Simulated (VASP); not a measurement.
# Al (Fm-3m) in VASP: notebook, part 2 of 2

VASP 6.6.1. The steps go on from the part before.

## (5) Single point, PBE (grid = ENCUT=400 dk=0.35 cell=3x3x3 ISMEAR=1 SIGMA=0.1 LREAL=Auto EDIFF=1e-06)

The input, INCAR:

```
SYSTEM = Al26Cu
ALGO = Fast ; EDIFF = 1E-6
ENCUT = 400 ; GGA = PE
ISIF = 2 ; ISMEAR = 1
LASPH = .True. ; LCHARG = .False.
LREAL = Auto ; LWAVE = .False.
NBANDS = 72 ; NELM = 120
PREC = Accurate ; SIGMA = 0.1
```

The input, KPOINTS:

```
k-points
0
Gamma
  3 3 3
  0 0 0
```

The input, POSCAR:

```
Al26Cu
1.0
    0.0000000000      6.0744150000      6.0744150000
    6.0744150000      0.0000000000      6.0744150000
    6.0744150000      6.0744150000      0.0000000000
Cu Al
1 26
Direct
    0.0000000000      0.0000000000      0.0000000000
    0.0000000000      0.0000000000      0.3333333333
    0.0000000000      0.0000000000      0.6666666667
    0.0000000000      0.3333333333      0.0000000000
    0.0000000000      0.3333333333      0.3333333333
    0.0000000000      0.3333333333      0.6666666667
    0.0000000000      0.6666666667      0.0000000000
    0.0000000000      0.6666666667      0.3333333333
    0.0000000000      0.6666666667      0.6666666667
    0.3333333333      0.0000000000      0.0000000000
    0.3333333333      0.0000000000      0.3333333333
    0.3333333333      0.0000000000      0.6666666667
    0.3333333333      0.3333333333      0.0000000000
    0.3333333333      0.3333333333      0.3333333333
    0.3333333333      0.3333333333      0.6666666667
    0.3333333333      0.6666666667      0.0000000000
    0.3333333333      0.6666666667      0.3333333333
    0.3333333333      0.6666666667      0.6666666667
    0.6666666667      0.0000000000      0.0000000000
    0.6666666667      0.0000000000      0.3333333333
    0.6666666667      0.0000000000      0.6666666667
    0.6666666667      0.3333333333      0.0000000000
    0.6666666667      0.3333333333      0.3333333333
    0.6666666667      0.3333333333      0.6666666667
    0.6666666667      0.6666666667      0.0000000000
    0.6666666667      0.6666666667      0.3333333333
    0.6666666667      0.6666666667      0.6666666667
```

Potentials or basis: VASP PAW PBE potentials, release 64 (Cu, Al).

On the command line:

```
cat potpaw_PBE.64/Cu/POTCAR potpaw_PBE.64/Al/POTCAR > POTCAR
mpirun -np 1 vasp_std > vasp.out
```

OUTCAR:

```text
SYSTEM = Al26Cu
   EDIFF = 1E-6
   ENCUT = 400
   GGA = PE
   ISIF = 2
   ISMEAR = 1
   LASPH = .True.
   LREAL = Auto
   NELM = 120
   PREC = Accurate

 Found      4 irreducible k-points:

 Following reciprocal coordinates:
            Coordinates               Weight
  0.000000  0.000000  0.000000      1.000000
  0.333333  0.000000  0.000000      8.000000
  0.333333  0.333333  0.000000      6.000000
 -0.333333  0.333333  0.000000     12.000000
   k-points           NKPTS =      4   k-points in BZ     NKDIM =      4   number of bands    NBANDS=     72
   number of dos      NEDOS =    301   number of ions     NIONS =     27
   total plane-waves  NPLWV = 175616
   dimension x,y,z NGX =    56 NGY =   56 NGZ =   56
   dimension x,y,z NGXF=   112 NGYF=  112 NGZF=  112
   ions per type =               1  26
   NGX,Y,Z   is equivalent  to a cutoff of  10.84, 10.84, 10.84 a.u.
   NGXF,Y,Z  is equivalent  to a cutoff of  21.67, 21.67, 21.67 a.u.
 SYSTEM =  Al26Cu
   PREC   = accura    normal or accurate (medium, high low for compatibility)
   ISTART =      0    job   : 0-new  1-cont  2-samecut
   ICHARG =      2    charge: 1-file 2-atom 10-const
   ISPIN  =      1    spin polarized calculation?
   LNONCOLLINEAR =      F non collinear calculations
   LSORBIT =      F    spin-orbit coupling
   LASPH  =      T    aspherical Exc in radial PAW
   ENCUT  =  400.0 eV  29.40 Ry    5.42 a.u.  14.01 14.01 14.01*2*pi/ulx,y,z
   NELM   =    120;   NELMIN=  2; NELMDL= -5     # of ELM steps
   EDIFF  = 0.1E-05   stopping-criterion for ELM
   LREAL  =      T    real-space projection
   EDIFFG = 0.1E-04   stopping-criterion for IOM
   NSW    =      0    number of steps for IOM
   IBRION =     -1    ionic relax: 0-MD 1-quasi-New 2-CG
   NFREE  =      0    steps in history (QN), initial steepest desc. (CG)
   ISIF   =      2    stress and relaxation
   ISYM   =      2    0-nonsym 1-usesym 2-fastsym
   POTIM  = 0.5000    time-step for ionic-motion
   TEBEG  =    0.0;   TEEND  =   0.0 temperature during run
   PSTRESS=    0.0 pullay stress
   NELECT =      89.0000    total number of electrons
   NUPDOWN=      -1.0000    fix difference up-down
   EMIN   =  10.00;   EMAX   =-10.00  energy-range for DOS
   EFERMI =   0.00;   METHOD = LEGACY
   ISMEAR =     1;   SIGMA  =   0.10  broadening in eV -4-tet -1-fermi 0-gaus
   EFERMI_NEDOS =   21; number of points for ismear=-14 and -15
   IALGO  =     68    algorithm
   IMIX   =      4    mixing-type and parameters
     AMIX     =   0.40;   BMIX     =  1.00
     AMIX_MAG =   1.60;   BMIX_MAG =  1.00
  volume/ion in A,a.u.               =      16.60       112.04
  Fermi-wavevector in a.u.,A,eV,Ry     =   0.955045  1.804773 12.410016  0.912110
  Thomas-Fermi vector in A             =   2.083847
   LORBIT       =      0    0 simple, 1 ext, 2 COOP (PROOUT), +10 PAW based schemes
   GGA     = PE    functional components
   LHFCALC =     F    Hartree Fock is set to
   AEXX    =    0.0000 exact exchange contribution
   IVDW    =     0    specifies the selected vdW correction
   LEPSILON=     F    determine dielectric tensor
   LRPA    =     F    only Hartree local field effects (RPA)
 non-spin polarized calculation
 RMM-DIIS sequential band-by-band and
 Methfessel and Paxton  Order N= 1 SIGMA  =   0.10
  energy-cutoff  :      400.00
  volume of cell :      448.27
 maximum number of plane-waves:      8154
   NGX = 29   NGY = 29   NGZ = 29

 number of electron      89.0000012 magnetization

 Free energy of the ion-electron system (eV)
  ---------------------------------------------------
  ext. energy  EPLUGINS =         0.00000000
  ---------------------------------------------------
  free energy    TOTEN  =      -100.35697225 eV

  energy without entropy =     -100.38616476  energy(sigma->0) =     -100.36670309

 E-fermi :   7.8157     XC(G=0): -10.2022

 val. band max:        7.7425098910   @ k =   0.3333   0.3333   0.0000
 cond. band min:       7.8876854620   @ k =   0.3333   0.3333   0.0000
 fundamental gap:      0.1451755711
 Fermi energy:         7.8156521720

 k-point     1 :       0.0000    0.0000    0.0000
  band No.  band energies     occupation
      1      -3.1850      2.00000
      2      -0.3309      2.00000
      3      -0.3009      2.00000
      4      -0.3009      2.00000
      5      -0.3009      2.00000
      6      -0.1871      2.00000
[... 48 lines left out ...]
     55       8.3697     -0.00000
     56       8.5700     -0.00000

 k-point     2 :       0.3333    0.0000    0.0000
  band No.  band energies     occupation
      1      -2.8536      2.00000
      2      -1.8582      2.00000
      3      -0.5744      2.00000
      4      -0.5744      2.00000
      5      -0.5056      2.00000
      6      -0.2395      2.00000
[... 48 lines left out ...]
     55       9.8539      0.00000
     56       9.9056      0.00000

 k-point     3 :       0.3333    0.3333    0.0000
  band No.  band energies     occupation
      1      -2.7435      2.00000
      2      -1.4312      2.00000
      3      -1.1914      2.00000
      4      -1.1149      2.00000
      5      -1.1149      2.00000
      6      -0.8533      2.00000
[... 48 lines left out ...]
     55       9.9143      0.00000
     56      10.1133      0.00000

 k-point     4 :      -0.3333    0.3333    0.0000
  band No.  band energies     occupation
      1      -2.3109      2.00000
      2      -2.0327      2.00000
      3      -1.8878      2.00000
      4      -1.0058      2.00000
      5      -0.9191      2.00000
      6       0.3446      2.00000
[... 48 lines left out ...]
     55       9.4069     -0.00000
     56       9.7283     -0.00000
 [bands above 56 left out]

------------------------ aborting loop because EDIFF is reached ----------------------------------------

  FORCE on cell =-STRESS in cart. coord.  units (eV):
  Direction    XX          YY          ZZ          XY          YZ          ZX
  --------------------------------------------------------------------------------------
  -------------------------------------------------------------------------------------
  Total       -4.0337697     -4.0337697     -4.0337697     -0.0000000      0.0000000     -0.0000000
  in kB      -14.4171134    -14.4171134    -14.4171134     -0.0000000      0.0000000     -0.0000000
  external PRESSURE =     -14.4171134 kB  Pullay stress =       0.0000000 kB

 VOLUME and BASIS-vectors are now :
 -----------------------------------------------------------------------------
  energy-cutoff  :      400.00
  volume of cell :      448.27
      direct lattice vectors                 reciprocal lattice vectors
     0.000000000  6.074415000  6.074415000    -0.082312453  0.082312453  0.082312453
     6.074415000  0.000000000  6.074415000     0.082312453 -0.082312453  0.082312453
     6.074415000  6.074415000  0.000000000     0.082312453  0.082312453 -0.082312453

 POSITION                                       TOTAL-FORCE (eV/Angst)
 -----------------------------------------------------------------------------------
      0.00000      0.00000      0.00000        -0.000000     -0.000000     -0.000000
      2.02480      2.02480      0.00000        -0.201862     -0.201862     -0.000000
      4.04961      4.04961      0.00000         0.201862      0.201862     -0.000000
      2.02480      0.00000      2.02480        -0.201862     -0.000000     -0.201862
      4.04961      2.02480      2.02480         0.107385     -0.107385     -0.107385
      6.07442      4.04961      2.02480        -0.000000      0.201862     -0.201862
[... 19 lines left out ...]
      6.07442      6.07442      8.09922        -0.000000     -0.000000     -0.211843
      8.09922      8.09922      8.09922        -0.107385     -0.107385     -0.107385
 -----------------------------------------------------------------------------------
    total drift:                                0.000000      0.000000      0.000000

  FREE ENERGIE OF THE ION-ELECTRON SYSTEM (eV)
  ---------------------------------------------------
  free  energy   TOTEN  =      -100.3569722510 eV

  energy  without entropy=     -100.3861647601  energy(sigma->0) =     -100.36670309
```

It took 4 min on 1 thread of Intel Xeon Platinum 8259CL at 2.50GHz (Skylake/Cascade Lake), shared host; peak memory 0.42 GiB.

The run converged, but some of its settings lie outside the range that counts as converged, so its numbers aren't taken as properties of the crystal.

Results:

- Free energy: -100.3570 eV
- Pressure: -1.4 GPa
- Largest force: 0.285 eV/Å
- Band gap on the k mesh: none (metal or under the smearing width)
